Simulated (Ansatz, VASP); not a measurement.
One calculation of Nb, two programs

INCAR

```
PREC = Accurate ; ENCUT = 520
EDIFF = 1E-7 ; ISMEAR = -1
SIGMA = 0.05 ; LREAL = F
LASPH = T ; NELM = 60
ALGO = Normal ; ISIF = 2
LWAVE = F ; LCHARG = T
GGA = PE ; LELF = T
LVHAR = T ; NBANDS = 12
```

KPOINTS

```
regular mesh
0
Gamma
  10 10 10
```

File POSCAR:

```
Nb
1.0
    2.7196400000      0.0000000000      0.0000000000
    0.0000000000      2.7196400000      0.0000000000
    0.0000000000      0.0000000000      2.7196400000
Nb
1
Direct
    0.5000000000      0.5000000000      0.5000000000
```

Contents of input.yaml:

```yaml
crystal:
  lattice:
    - [2.71964, 0.0, 0.0]
    - [0.0, 2.71964, 0.0]
    - [0.0, 0.0, 2.71964]
  atoms:
    - { symbol: Nb, position: [0.5, 0.5, 0.5] }
hamiltonian:
  xc: pbe
  pseudopotentials: { kind: paw }
kpoints:
  mp_grid: { grid: [10, 10, 10] }
scf:
  occupations: { method: fermi_dirac, width: 0.05 }
output:
  forces: true
  stress: true
  eigenvalues: true
```

The cell was built by a generator and needn't be a form met in nature.

Alike in both runs: task single point; functional PBE; k mesh 10 × 10 × 10; occupations fermi-dirac, width 0.05 eV; no spin polarisation.

```csv
,VASP,Ansatz
version,VASP 6.6.1,Ansatz 0.2.0
potentials or method,"VASP PAW PBE potentials, release 64 (Nb_sv)",Ansatz PAW
plane-wave cutoff (eV),520,420
valence electrons in the cell,13,13
```

|  | VASP | Ansatz | Ansatz less VASP |
| --- | --- | --- | --- |
| gap on the k mesh at the Fermi level (eV) | none | none | - |
| pressure (GPa) | 0.3 | 0.5 | +0.17 |

A gap of «none» marks a metal or a gap that the smearing closes. The functional is the same, so the differences come from potentials, cutoffs and numerics.
